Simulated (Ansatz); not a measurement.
# AlNi: the cost of one run

Method: DFT PBE, scalar-relativistic, plane waves, PAW, in Ansatz 0.2.0.

3 further runs of the same task are left out: 2 that didn't finish, 1 set aside as unsound or not needed.

## 1. The system as given

Symmetry: Pm-3m, No. 221, cubic system. The conventional cell has a = 2.893 Å, b = 2.893 Å, c = 2.893 Å, α = 90.00°, β = 90.00°, γ = 90.00°. Around Al (site symmetry m-3m) lie 8 Ni at 2.51 Å. Ni (site symmetry m-3m) has 8 Al at 2.51 Å as nearest neighbours.

Coordinates:

```
CELL_PARAMETERS angstrom
2.89308 0.00000 0.00000
0.00000 2.89308 0.00000
0.00000 0.00000 2.89308
ATOMIC_POSITIONS crystal
Al 0.00000 0.00000 0.00000
Ni 0.50000 0.50000 0.50000
```

It is the result of an earlier relaxation at this level (volume 12.11 Å³/atom; gap on the mesh: none (metal)).

## 2. A bulk reference on a matched mesh

The same crystal, re-cut so that c stands normal to the (111) plane; its mesh matches that of the cells to come, so errors of the mesh cancel.

The input, input.yaml:

```yaml
crystal:
  lattice:
    - [4.0914379709, 0.0, 0.0]
    - [-2.0457189855, 3.5432892208, 0.0]
    - [0.0, 0.0, 5.0109676715]
  atoms:
    - { symbol: Al, position: [0.0, 0.0, 0.0] }
    - { symbol: Al, position: [0.6666666667, 0.3333333333, 0.3333333333] }
    - { symbol: Al, position: [0.3333333333, 0.6666666667, 0.6666666667] }
    - { symbol: Ni, position: [0.3333333333, 0.6666666667, 0.1666666667] }
    - { symbol: Ni, position: [1.0, 1.0, 0.5] }
    - { symbol: Ni, position: [0.6666666667, 0.3333333333, 0.8333333333] }
basis:
  ecutwfc: 420
kpoints:
  mp_grid: { grid: [12, 12, 8] }
hamiltonian:
  xc: pbe
scf:
  occupations: { method: gaussian, width: 0.1 }
output:
  forces: true
  stress: true
  eigenvalues: true
```

Started as:

```bash
ansatz run input.yaml --threads 4 --pin off --max-ram 12288MiB --backend cpu --events-out ev --progress --plain --runs-dir out
```

**Question.** How long does this run take on 4 threads of Intel Xeon Platinum 8375C at 2.90GHz (Ice Lake), shared host, and how much memory does it need?

About 5.7 s, with a peak of 0.62 GiB.
